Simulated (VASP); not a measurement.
SrCl2:

```
Sr Cl
1.0
     0.00000    3.48835    3.48835
     3.48835    0.00000    3.48835
     3.48835    3.48835    0.00000
Sr Cl
1 2
Direct
  0.00000 0.00000 0.00000
  0.75000 0.75000 0.75000
  0.25000 0.25000 0.25000
```

| Quantity | Value |
| --- | --- |
| Program | VASP 6.6.1 |
| Task | relaxation of cell and atoms |
| Functional | LDA |
| Potentials or basis | VASP PAW LDA potentials, release 64 (Sr_sv, Cl) |
| Cutoff | 600 eV |
| k mesh | 6 × 6 × 6 |
| Occupations | gaussian, width 0.02 eV |
| Spin | no spin polarisation |

At the start: pressure -2.7 GPa; volume 28.30 Å³/atom.

Task: How do energy, volume and symmetry change on relaxing?

Result: Over 3 steps the energy falls by 17.6 meV/atom and the volume is 26.34 Å³/atom (-6.9 %); space group Fm-3m (No. 225, to 0.05 Å).

Step by step:
```tsv
step	energy change (eV)	largest force (eV/Å)	pressure (GPa)	volume (Å³)
1	0.0000	0.0000	-2.68	84.90
2	-0.0527	0.0000	-0.11	79.21
3	-0.0528	0.0000	-0.01	79.02
```

Final structure:
```xyz
3
Lattice="0.0000 3.4059 3.4059 3.4059 0.0000 3.4059 3.4059 3.4059 0.0000" Properties=species:S:1:pos:R:3 pbc="T T T"
Sr    0.0000    0.0000    0.0000
Cl    5.1089    5.1089    5.1089
Cl    1.7030    1.7030    1.7030
```
